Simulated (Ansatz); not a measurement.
**InP: excitons and shallow donors from band masses and screening**

These are results of Ansatz 0.2.0, DFT PBE, scalar-relativistic, plane waves, PAW, not measurements.

Settings: cutoff 420 eV, Γ-centred mesh 10×10×10 on the computed 2-atom cell, Gaussian smearing of 0.02 eV; no spin polarisation.

Relaxed cell: F-43m, a = 5.960 Å, b = 5.960 Å, c = 5.960 Å, α = 90.00°, β = 90.00°, γ = 90.00°, 2 atoms in the primitive cell.

The calculation gives a Kohn–Sham gap of 0.44 eV, an electron mass of 0.039 mₑ and a hole mass of 0.1 mₑ (harmonic means over x, y, z and over the bands degenerate at each edge), and ε∞ = 12.36 (independent particles, mean of the diagonal).

Q: Estimate the binding energy and radius of a Wannier–Mott exciton and of a shallow donor, and say whether the hydrogenic model can hold.

A: The reduced mass is μ = mₙmₕ/(mₙ + mₕ) = 0.0281 mₑ, with mₙ and mₕ the band masses. With E_b = 13.606 eV × μ/ε² and a = 0.529 Å × ε/μ (μ in mₑ) the exciton has E_b = 2.5 meV and a = 233 Å. For a donor μ is the electron mass: 3.5 meV and 168 Å. The exciton's radius is 55 times the shortest lattice vector (4.21 Å), so the continuum picture is reasonable. In a polar crystal the ions screen too, so a state bound more weakly than an optical phonon feels the larger static constant, which lowers the energy and widens the orbit. The other way, the small Kohn–Sham gap and the missing local fields make ε∞ too large and the masses tend to be too light, which underbinds.